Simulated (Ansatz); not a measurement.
Here are 4 structures of PtSe2, each relaxed with r2SCAN+rVV10 (the plane-wave code Ansatz). Computed values for non-magnetic cells; some structures come from databases, others from prototypes and may be hypothetical.

- CdI2 type: the symmetry is P-3m1 (No. 164, trigonal); a = 3.729 Å, c = 5.277 Å in the conventional setting, 21.18 Å³ an atom. Around Pt lie 6 Se at 2.51 Å; around Se lie 3 Pt at 2.51 Å.
- 2H-MoS2 type: the symmetry is P6_3/mmc (No. 194, hexagonal); conventional cell a = 3.597 Å, c = 11.255 Å, 21.01 Å³ an atom. Pt has 6 Se at 2.55 Å; Se has 3 Pt at 2.55 Å.
- 3R-MoS2 type: space group R3m (No. 160), trigonal; conventional cell a = 3.641 Å, c = 16.454 Å, 20.99 Å³ an atom. Around Pt lie 6 Se at 2.54–2.57 Å; around Se lie 3 Pt at 2.57 Å; around Se lie 3 Pt at 2.54 Å.
- CdCl2 type: space group R-3m (No. 166), trigonal; a = 3.691 Å, c = 17.282 Å in the conventional setting, 22.66 Å³ an atom. Pt has 6 Se at 2.51 Å; Se has 3 Pt at 2.51 Å.

(1) Which is lowest in energy with r2SCAN+rVV10, and by how much?

(2) Does the order change among the functionals that relaxed these cells?

(3) What gaps does r2SCAN give on these cells?

(4) What gaps does PBE give on these cells?

Answers

(1) Among these cells the lowest with r2SCAN+rVV10 is CdI2 type, 10 meV an atom below the next, CdCl2 type. Other structures, not computed here, could lie lower. In meV an atom: CdI2 type, 0; CdCl2 type, 10; 2H-MoS2 type, 449; 3R-MoS2 type, 454.

(2) Not for the lowest cell. PBE-D3(BJ) agrees on the lowest cell. PBE-D3(BJ): CdI2 type 0, 2H-MoS2 type 400, 3R-MoS2 type 398, CdCl2 type 45 meV an atom.

(3) CdI2 type: none (overlap 0.04); 2H-MoS2 type: none (overlap 0.94); 3R-MoS2 type: none (overlap 1.10); CdCl2 type: 0.51 i ((-0.047, 0.005, 0.042) → Γ–S₀ (0.73)) (eV; d direct, i indirect).

(4) CdI2 type: none (overlap 0.16); 2H-MoS2 type: none (overlap 0.97); 3R-MoS2 type: none (overlap 1.06) (eV; d direct, i indirect).

Spin-orbit coupling is left out, which matters wherever the heavy atoms make up the band edges.

Where bands overlap the cell is a metal at that level, and these k meshes limit energies, forces and stress.

Where an edge lies off the special points, it is a point of the mesh or the k point where a search put PBE's edge or least direct gap, reused for the other functionals, whose own edges may lie a little apart.

Coordinates of k points refer to the reciprocal vectors of the primitive cell of the runs.
